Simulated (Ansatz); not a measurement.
## ZnO: O vacancy

These are results of DFT r2SCAN, scalar-relativistic, plane waves, PAW (Ansatz), not measurements. (500 eV cutoff, 2×2×2 k-mesh, shifted by half a step, Gaussian smearing of 0.01 eV, no spin polarisation)

Host crystal, relaxed:

```
CELL_PARAMETERS angstrom
3.23487 0.00000 0.00000
-1.61743 2.80148 0.00000
0.00000 0.00000 5.21231
ATOMIC_POSITIONS crystal
Zn 0.66667 0.33333 0.50043
Zn 0.33333 0.66667 0.00043
O 0.66667 0.33333 0.87988
O 0.33333 0.66667 0.37988
```

Supercell of 36 atoms, rows in host cell vectors: 2 1 1; -1 1 1; -1 -2 1. Atoms relax at the host's cell from a start displaced at random by 0.06 Å near the defect, so other minima may exist. The cell is small, so energies carry finite-size errors of tenths of an eV. The host's Kohn–Sham gap is 1.24 eV. Atoms are taken from and returned to the elements' standard states. Charged cells are corrected for image charges with the computed static dielectric tensor (mean 9.1) and aligned with the host's potential at far atoms (alignment terms reach 0.77 eV; the program doubts the alignment in some charges, where it is up to 0.77 eV). No band-filling term is added, and the Fermi level counts from the host's valence band top.

Defect: O vacancy at (0.667, 0.333, 0.880) of the host cell.

(1) What is the formation energy of the neutral defect?

(2) Does the neutral defect carry a moment, and how do its surroundings relax?

(3) Charges +2, 0 were computed. Which is stable where in the gap?

Answers

(1) 4.18 eV.

(2) The neutral run had no spin polarisation, so a moment wasn't tested. The nearest neighbours before are 3 Zn at 1.97 Å, 1 Zn at 1.98 Å; after relaxation the atoms near the site are 1 Zn at 1.75 Å, 3 Zn at 1.78 Å; the largest move is 0.22 Å.

(3) Among the charges computed the stable one is +2 at the valence band top, changing to 0 at 0.74 eV. Levels between neighbouring charges: (+2/0) 0.74 eV.

Cost: 3 runs of about 28 core-minutes in all, on Intel Xeon Processor @ 2.70GHz (shared hosts).